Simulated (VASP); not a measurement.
# SnO2 (P6_3/mmc) in VASP: further runs, part 2 of 2

VASP 6.6.1. Earlier steps stand in the parts before.

## (3) Single point, PBE

Contents of INCAR:

```
SYSTEM = SnO2
PREC = Accurate ; ENCUT = 520
EDIFF = 1E-6 ; ISMEAR = 0
SIGMA = 0.01 ; LREAL = .False.
LASPH = .True. ; NELM = 100
ALGO = Fast ; ISIF = 2
LWAVE = .False. ; LCHARG = .False.
GGA = PE ; NBANDS = 35
```

Contents of KPOINTS:

```
regular mesh
0
Gamma
  3 3 1
  0 0 0
```

Contents of POSCAR:

```
SnO2
1.0
    3.2305756200      0.0000000000      0.0000000000
   -1.6152878100      2.7977605500      0.0000000000
    0.0000000000      0.0000000000     10.7905620000
Sn O
2 4
Direct
    0.0000000000      0.0000000000      0.5000000000
    0.0000000000      0.0000000000      0.0000000000
    0.6666666680      0.3333333298      0.4058619996
    0.6666666680      0.3333333298      0.0941380004
    0.3333333289      0.6666666702      0.5941380004
    0.3333333289      0.6666666702      0.9058619996
```

Potentials or basis: VASP PAW PBE potentials, release 64 (Sn_d, O).

Launch:

```bash
$ cat potpaw_PBE.64/Sn_d/POTCAR potpaw_PBE.64/O/POTCAR > POTCAR
$ mpirun -np 1 vasp_std > vasp.out
```

OUTCAR:

```text
SYSTEM = SnO2
   PREC = Accurate
   ENCUT = 520
   EDIFF = 1E-6
   ISMEAR = 0
   LREAL = .False.
   LASPH = .True.
   NELM = 100
   ISIF = 2
   GGA = PE

 ion  position               nearest neighbor table
   1  0.000  0.000  0.500-   5 2.12   3 2.12   3 2.12   5 2.12   3 2.12   5 2.12
   2  0.000  0.000  0.000-   6 2.12   4 2.12   4 2.12   6 2.12   4 2.12   6 2.12
   3  0.667  0.333  0.406-   1 2.12   1 2.12   1 2.12
   4  0.667  0.333  0.094-   2 2.12   2 2.12   2 2.12
   5  0.333  0.667  0.594-   1 2.12   1 2.12   1 2.12
   6  0.333  0.667  0.906-   2 2.12   2 2.12   2 2.12

  LATTYP: Found a hexagonal cell.
 ALAT       =     3.2305756200
 C/A-ratio  =     3.3401360220

  Lattice vectors:

 A1 = (   3.2305756200,   0.0000000000,   0.0000000000)
 A2 = (  -1.6152878100,   2.7977605500,   0.0000000000)
 A3 = (   0.0000000000,   0.0000000000,  10.7905620000)

Analysis of symmetry for initial positions (statically):
=====================================================================
 Subroutine PRICEL returns:
 Original cell was already a primitive cell.

 Routine SETGRP: Setting up the symmetry group for a
 hexagonal supercell.

 Subroutine GETGRP returns: Found 24 space group operations
 (whereof 12 operations were pure point group operations)
 out of a pool of 24 trial point group operations.

The static configuration has the point symmetry D_3d.
 The point group associated with its full space group is D_6h.

Analysis of symmetry for dynamics (positions and initial velocities):
=====================================================================
 Subroutine PRICEL returns:
 Original cell was already a primitive cell.

 Routine SETGRP: Setting up the symmetry group for a
 hexagonal supercell.

 Subroutine GETGRP returns: Found 24 space group operations
 (whereof 12 operations were pure point group operations)
 out of a pool of 24 trial point group operations.

The dynamic configuration has the point symmetry D_3d.
[... 109 lines left out ...]
  Thomas-Fermi vector in A             =   2.456798
   LORBIT       =      0    0 simple, 1 ext, 2 COOP (PROOUT), +10 PAW based schemes
   GGA     = PE    functional components
   LHFCALC =     F    Hartree Fock is set to
   AEXX    =    0.0000 exact exchange contribution
   IVDW    =     0    specifies the selected vdW correction
   LEPSILON=     F    determine dielectric tensor
   LRPA    =     F    only Hartree local field effects (RPA)
 non-spin polarized calculation
 RMM-DIIS sequential band-by-band and
 Gauss-broadening in eV      SIGMA  =   0.01
  energy-cutoff  :      520.00
  volume of cell :       97.53
 maximum number of plane-waves:      2670
   NGX = 13   NGY = 13   NGZ = 41

 number of electron      51.9999995 magnetization

 Free energy of the ion-electron system (eV)
  ---------------------------------------------------
  ext. energy  EPLUGINS =         0.00000000
  ---------------------------------------------------
  free energy    TOTEN  =       -36.17725152 eV

  energy without entropy =      -36.17725152  energy(sigma->0) =      -36.17725152

 E-fermi :   2.1859     XC(G=0):  -9.1792

 val. band max:        2.0536666602   @ k =   0.3333   0.0000   0.0000
 cond. band min:       4.2021116173   @ k =   0.0000   0.0000   0.0000
 fundamental gap:      2.1484449571
 Fermi energy:         2.1859458788

 k-point     1 :       0.0000    0.0000    0.0000
  band No.  band energies     occupation
      1     -17.9372      2.00000
      2     -17.9366      2.00000
      3     -17.7200      2.00000
      4     -17.7200      2.00000
      5     -17.7199      2.00000
      6     -17.7199      2.00000
[... 103 lines left out ...]
     34      12.3173      0.00000
     35      13.8041      0.00000

------------------------ aborting loop because EDIFF is reached ----------------------------------------

  FORCE on cell =-STRESS in cart. coord.  units (eV):
  Direction    XX          YY          ZZ          XY          YZ          ZX
  --------------------------------------------------------------------------------------
  -------------------------------------------------------------------------------------
  Total        0.2510422      0.2510422      0.0227386      0.0000000      0.0000000     -0.0000000
  in kB        4.1240387      4.1240386      0.3735430      0.0000000      0.0000000     -0.0000000
  external PRESSURE =       2.8738734 kB  Pullay stress =       0.0000000 kB

 VOLUME and BASIS-vectors are now :
 -----------------------------------------------------------------------------
  energy-cutoff  :      520.00
  volume of cell :       97.53
      direct lattice vectors                 reciprocal lattice vectors
     3.230575620  0.000000000  0.000000000     0.309542360  0.178714365  0.000000000
    -1.615287810  2.797760550  0.000000000     0.000000000  0.357428730  0.000000000
     0.000000000  0.000000000 10.790562000     0.000000000  0.000000000  0.092673579

 POSITION                                       TOTAL-FORCE (eV/Angst)
 -----------------------------------------------------------------------------------
      0.00000      0.00000      5.39528        -0.000000     -0.000000      0.000000
      0.00000      0.00000      0.00000        -0.000000     -0.000000      0.000000
      1.61529      0.93259      4.37948        -0.000000     -0.000000      0.105089
      1.61529      0.93259      1.01580        -0.000000      0.000000     -0.105089
     -0.00000      1.86517      6.41108         0.000000     -0.000000     -0.105089
     -0.00000      1.86517      9.77476         0.000000     -0.000000      0.105089
 -----------------------------------------------------------------------------------
    total drift:                                0.000023      0.000000      0.000000

  FREE ENERGIE OF THE ION-ELECTRON SYSTEM (eV)
  ---------------------------------------------------
  free  energy   TOTEN  =       -36.1772515195 eV

  energy  without entropy=      -36.1772515195  energy(sigma->0) =      -36.17725152
```

OSZICAR:

```text
N       E                     dE             d eps       ncg     rms          rms(c)
DAV:   1     0.675868845244E+03    0.67587E+03   -0.25763E+04   226   0.203E+03
DAV:   2     0.725429730550E+02   -0.60333E+03   -0.56184E+03   234   0.604E+02
DAV:   3    -0.359411126458E+02   -0.10848E+03   -0.10719E+03   235   0.213E+02
DAV:   4    -0.420584604184E+02   -0.61173E+01   -0.60774E+01   244   0.559E+01
DAV:   5    -0.422261679372E+02   -0.16771E+00   -0.16761E+00   262   0.975E+00    0.151E+01
RMM:   6    -0.361140237403E+02    0.61121E+01   -0.17233E+01   258   0.214E+01    0.525E+00
RMM:   7    -0.361924951221E+02   -0.78471E-01   -0.17545E+00   283   0.790E+00    0.326E+00
RMM:   8    -0.361674716688E+02    0.25023E-01   -0.31125E-01   272   0.344E+00    0.484E-01
RMM:   9    -0.361750234011E+02   -0.75517E-02   -0.13395E-01   312   0.163E+00    0.296E-01
RMM:  10    -0.361778278770E+02   -0.28045E-02   -0.12038E-02   291   0.734E-01    0.328E-01
RMM:  11    -0.361771730349E+02    0.65484E-03   -0.42153E-03   315   0.400E-01    0.285E-02
RMM:  12    -0.361772391458E+02   -0.66111E-04   -0.71441E-04   343   0.157E-01    0.268E-02
RMM:  13    -0.361772506311E+02   -0.11485E-04   -0.12283E-04   338   0.580E-02    0.336E-02
RMM:  14    -0.361772530676E+02   -0.24365E-05   -0.38381E-05   274   0.451E-02    0.318E-02
RMM:  15    -0.361772517920E+02    0.12757E-05   -0.58600E-06   245   0.177E-02    0.213E-02
RMM:  16    -0.361772510176E+02    0.77436E-06   -0.11773E-05   248   0.185E-02    0.124E-02
RMM:  17    -0.361772515195E+02   -0.50189E-06   -0.16908E-06   180   0.869E-03
   1 F= -.36177252E+02 E0= -.36177252E+02  d E =-.383169E-78
```

stdout:

```text
POSCAR found type information on POSCAR SnO
 POSCAR found :  2 types and       6 ions
 scaLAPACK will be used
 LDA part: xc-table for (Slater+PW92), standard interpolation
 POSCAR, INCAR and KPOINTS ok, starting setup
 FFT: planning ... GRIDC
 FFT: planning ... GRID_SOFT
 FFT: planning ... GRID
 WAVECAR not read
 entering main loop
```

Wall time 8.4 s (1 thread of Intel Xeon 6975P-C (Granite Rapids), shared host); peak memory 0.19 GiB.

Results:

```
Free energy            : -36.1773 eV
Pressure               : 0.3 GPa
Largest force          : 0.105 eV/Å
Band gap on the k mesh : 2.15 eV, indirect (least direct gap 2.47 eV)
```

Forces in eV/Å, atoms in the order of the input:
```
Sn   0.000  0.000  0.000
Sn   0.000  0.000  0.000
O    0.000  0.000  0.105
O    0.000  0.000 -0.105
O    0.000  0.000 -0.105
O    0.000  0.000  0.105
```

Caveat: the k mesh is coarse (spacing up to 0.75 Å⁻¹), so the values aren't converged; spin-orbit coupling is left out, which moves the levels of the heavy elements; an odd mesh through Γ misses points on the zone boundary, where band edges often lie.
